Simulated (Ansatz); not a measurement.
## Two Ansatz runs on GaP

The cell is COD entry 9008846, as deposited and not checked against the literature; nothing was relaxed.

First run: DFT, PBEsol, all-electron LAPW, scalar-relativistic (Ansatz 0.2.0).

Command: `ansatz run input.yaml --threads 1 --pin off --max-ram 2048MiB --backend cpu --events-out ev --progress --plain --runs-dir out` The run took 20 s on 1 thread of Arm Neoverse V2, with other jobs on the host, peak memory 0.3 GiB.

```yaml
crystal:
  lattice:
    - [0.0, 2.72525, 2.72525]
    - [2.72525, 0.0, 2.72525]
    - [2.72525, 2.72525, 0.0]
  atoms:
    - { symbol: Ga, position: [0.0, 0.0, 0.0] }
    - { symbol: P, position: [0.75, 0.75, 0.75] }
kpoints:
  mp_grid: { grid: [10, 10, 10] }
  band_path:
    path:
      - [0.0, 0.0, 0.0]
      - [-0.5, -0.5, 0.0]
      - [-0.375, -0.375, 0.25]
      - [-0.375, 0.0, 0.375]
      - [0.0, 0.0, 0.0]
      - [0.0, 0.0, 0.5]
      - [-0.5, -0.25, 0.25]
      - [-0.5, -0.5, 0.0]
    npoints: 5
scf:
  occupations: { method: fermi_dirac, width: 0.05 }
hamiltonian:
  xc: pbesol
  pseudopotentials: { kind: all_electron, lapw: { basis_error: 0.0005 } }
output:
  forces: true
  stress: true
  eigenvalues: true
```

Result: converged; pressure -0.57 GPa; gap on the k mesh 1.48 eV; 7 SCF iterations.

The input is then changed:

```diff
@@ -8,5 +8,5 @@
     - { symbol: P, position: [0.75, 0.75, 0.75] }
 kpoints:
-  mp_grid: { grid: [10, 10, 10] }
+  mp_grid: { grid: [10, 10, 10], shift: [0.5, 0.5, 0.5] }
   band_path:
     path:
```

**Question.** Predict the outcome of the changed run.

**Answer.** It converged; energy at zero smearing -0.3 meV/atom from the first run; pressure -0.56 GPa; gap on the k mesh 1.61 eV (the mesh can miss the band edges); 7 SCF iterations.
